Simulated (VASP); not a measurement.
GaS:

```
Ga S
1.0
     3.58500    0.00000    0.00000
    -1.79250    3.10470    0.00000
     0.00000    0.00000   15.50000
Ga S
4 4
Direct
  0.33333 0.66667 0.17000
  0.66667 0.33333 0.67000
  0.33333 0.66667 0.33000
  0.66667 0.33333 0.83000
  0.33333 0.66667 0.60000
  0.66667 0.33333 0.10000
  0.33333 0.66667 0.90000
  0.66667 0.33333 0.40000
```

* Program: VASP 6.6.1
* Task: relaxation of cell and atoms
* Functional: r2SCAN
* Potentials or basis: VASP PAW PBE potentials, release 64 (Ga_d, S)
* Cutoff: 600 eV
* k mesh: 9 × 9 × 2
* Occupations: gaussian, width 0.03 eV
* Spin: no spin polarisation

At the start: pressure -0.1 GPa; volume 21.57 Å³/atom.

Problem. How do energy, volume and symmetry change on relaxing?

Solution. Over 17 steps the energy falls by 5.7 meV/atom and the volume is 22.43 Å³/atom (+4.0 %); space group P6_3/mmc (No. 194, to 0.05 Å).

Step by step:
| step | energy change (eV) | largest force (eV/Å) | pressure (GPa) | volume (Å³) |
| --- | --- | --- | --- | --- |
| 1 | 0.0000 | 0.2164 | -0.15 | 172.52 |
| 2 | -0.0125 | 0.1391 | 0.18 | 172.02 |
| 3 | -0.0140 | 0.1069 | 0.35 | 171.81 |
| 4 | -0.0197 | 0.0900 | 0.12 | 172.92 |
| 5 | -0.0261 | 0.0981 | -0.39 | 175.81 |
| 6 | -0.0302 | 0.1072 | -0.25 | 175.87 |
| 7 | -0.0348 | 0.1239 | 0.03 | 175.96 |
| 8 | -0.0372 | 0.1779 | 0.65 | 176.12 |
| 9 | -0.0391 | 0.1495 | 0.61 | 176.47 |
| 10 | -0.0432 | 0.0755 | 0.55 | 177.52 |
| 11 | -0.0429 | 0.1151 | 0.35 | 179.61 |
| 12 | -0.0441 | 0.0513 | 0.43 | 178.76 |
| 13 | -0.0442 | 0.0385 | 0.44 | 178.48 |
| 14 | -0.0452 | 0.0249 | 0.23 | 178.88 |
| 15 | -0.0456 | 0.0204 | 0.01 | 179.37 |
| 16 | -0.0456 | 0.0197 | -0.01 | 179.40 |
| 17 | -0.0456 | 0.0093 | -0.01 | 179.40 |

Final structure:
```cif
data_structure
_symmetry_space_group_name_H-M 'P 1'
_symmetry_Int_Tables_number 1
_cell_length_a 3.5938
_cell_length_b 3.5938
_cell_length_c 16.0399
_cell_angle_alpha 90.000
_cell_angle_beta 90.000
_cell_angle_gamma 120.000
_cell_volume 179.40
loop_
_atom_site_label
_atom_site_type_symbol
_atom_site_fract_x
_atom_site_fract_y
_atom_site_fract_z
_atom_site_occupancy
Ga1 Ga 0.33333 0.66667 0.17384 1
Ga2 Ga 0.66667 0.33333 0.67384 1
Ga3 Ga 0.33333 0.66667 0.32616 1
Ga4 Ga 0.66667 0.33333 0.82616 1
S1 S 0.33333 0.66667 0.60722 1
S2 S 0.66667 0.33333 0.10722 1
S3 S 0.33333 0.66667 0.89278 1
S4 S 0.66667 0.33333 0.39278 1
```

Caveat: the PAW data sets were made with another functional, which shifts forces and pressure a little.
